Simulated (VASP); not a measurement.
# Settings for BaTe: energy difference of two geometries

BaTe, Fm-3m (no. 225), 2 atoms in the cell. PBE, energy difference of two geometries; PAW potentials Ba_sv, Te (PBE set). VASP 6.6.1.

Wanted: energy difference within 0.5 meV/atom.

What the run is for: energy difference; Accuracy asked: standard; Second geometry: volume scaled by 1.06.

The series start from Plane-wave cutoff (eV): 240; k-point mesh: 6 × 6 × 6; Precision mode (PREC): Accurate; Electronic threshold (eV): 1e-6; Aspherical gradient terms in the spheres (LASPH): yes; Electronic algorithm: ALGO=Normal. Each series keeps the choices made before it, and each single choice may use up half of a tolerance. Times cover all steps of a run.

## Plane-wave cutoff (eV)

| Plane-wave cutoff (eV) | Energy difference (meV/atom) | Time (s) |
|---|---|---|
| 150 | -43.99 | 5.7 |
| 180 | -44.98 | 5.7 |
| 210 | -44.64 | 6.1 |
| 240 | -44.65 | 7.3 |
| 280 | -44.65 | 9.0 |
| 320 | -44.64 | 10 |
| 390 | -44.62 | 11 |
| 490 | -44.61 | 14 |
| 600 (reference) | -44.61 | 20 |

Chosen: 210, the loosest value from which every tighter one stays within half of the tolerance.

## k-point mesh

| k-point mesh | Energy difference (meV/atom) | Time (s) |
|---|---|---|
| 2 × 2 × 2 | -74.83 | 4.2 |
| 3 × 3 × 3 | -49.23 | 4.3 |
| 4 × 4 × 4 | -45.94 | 4.9 |
| 5 × 5 × 5 | -44.74 | 5.1 |
| 6 × 6 × 6 | -44.64 | 6.1 |
| 7 × 7 × 7 | -44.60 | 6.4 |
| 9 × 9 × 9 | -44.50 | 7.9 |
| 11 × 11 × 11 (reference) | -44.53 | 11 |

Chosen: 5 × 5 × 5.

## Precision mode (PREC)

| Precision mode (PREC) | Energy difference (meV/atom) | Time (s) |
|---|---|---|
| Low | -44.68 | 4.1 |
| SingleN | -44.00 | 4.2 |
| Normal | -44.78 | 4.4 |
| Accurate (reference) | -44.74 | 5.1 |

Chosen: Normal.

## Electronic threshold (eV)

| Electronic threshold (eV) | Energy difference (meV/atom) | Time (s) |
|---|---|---|
| 0.001 | -44.75 | 4.2 |
| 0.0001 | -44.78 | 6.1 |
| 1e-5 | -44.78 | 5.7 |
| 1e-6 | -44.78 | 4.4 |
| 1e-7 | -44.78 | 5.5 |
| 1e-8 (reference) | -44.78 | 6.8 |

Chosen: 0.001.

## Aspherical gradient terms in the spheres (LASPH)

| Aspherical gradient terms in the spheres (LASPH) | Energy difference (meV/atom) | Time (s) |
|---|---|---|
| yes | -44.75 | 4.2 |
| no | -44.75 | 3.0 |

Chosen: yes; no other choice that stays within half of the tolerance saves 30 % of the time.

## Electronic algorithm

| Electronic algorithm | Energy difference (meV/atom) | Time (s) |
|---|---|---|
| ALGO=Normal | -44.75 | 4.2 |
| ALGO=Fast | -44.90 | 4.8 |
| ALGO=VeryFast | -44.74 | 4.9 |
| ALGO=All ISEARCH=1 | -44.91 | 6.8 |
| ALGO=All ISEARCH=0 | -44.91 | 6.7 |
| ALGO=Damped TIME=0.4 | -44.89 | 5.9 |
| ALGO=Damped TIME=0.1 | -44.57 | 7.1 |

Chosen: ALGO=Normal.

## All choices together

| Input | Energy difference (meV/atom) | Time (s) |
|---|---|---|
| the program's defaults (naive) | -45.71 | 1.9 |
| chosen settings | -44.75 | 4.2 |
| reference settings throughout | -44.50 | 95 |

The tolerance is met.

## The input

INCAR:
```
SYSTEM = BaTe
GGA = PE ; ISMEAR = 0
SIGMA = 0.03 ; LWAVE = .False.
LCHARG = .False. ; ISIF = 2
PREC = Normal ; LASPH = .True.
LREAL = .False. ; ALGO = Normal
EDIFF = 0.001 ; NELM = 120
GGA_COMPAT = .False. ; ENCUT = 210
EFERMI = MIDGAP
```

KPOINTS:
```
Automatic mesh
0
Gamma
  5 5 5
  0 0 0
```

POSCAR.step1:
```
BaTe
1.0
    0.0000000000      3.4100000000      3.4100000000
    3.4100000000      0.0000000000      3.4100000000
    3.4100000000      3.4100000000      0.0000000000
Ba Te
1 1
Direct
    0.0000000000      0.0000000000      0.0000000000
    0.5000000000      0.5000000000      0.5000000000
```

POSCAR.step2:
```
BaTe
1.0
    0.0000000000      3.4768797245      3.4768797245
    3.4768797245      0.0000000000      3.4768797245
    3.4768797245      3.4768797245      0.0000000000
Ba Te
1 1
Direct
    0.0000000000      0.0000000000      0.0000000000
    0.5000000000      0.5000000000      0.5000000000
```

Commands (each step's output is kept before the next begins):
```
cat potpaw_PBE.64/Ba_sv/POTCAR potpaw_PBE.64/Te/POTCAR > POTCAR
cp POSCAR.step1 POSCAR
mpirun -np 1 vasp_std > vasp.out
cp POSCAR.step2 POSCAR
mpirun -np 1 vasp_std > vasp.out
```

The chosen input took VASP 6.6.1 4.2 s on 1 core (Intel Xeon 6975P-C (Granite Rapids)), a shared host.

## An input that fails: one k point for a small cell

It runs to its end, but against the unchanged starting input it is off by 261.30 meV/atom in the energy difference.

k mesh: 6 × 6 × 6 becomes 1 × 1 × 1.

Changes against the starting input:
```
(all steps)
- NELM = 120
+ NELM = 93
```
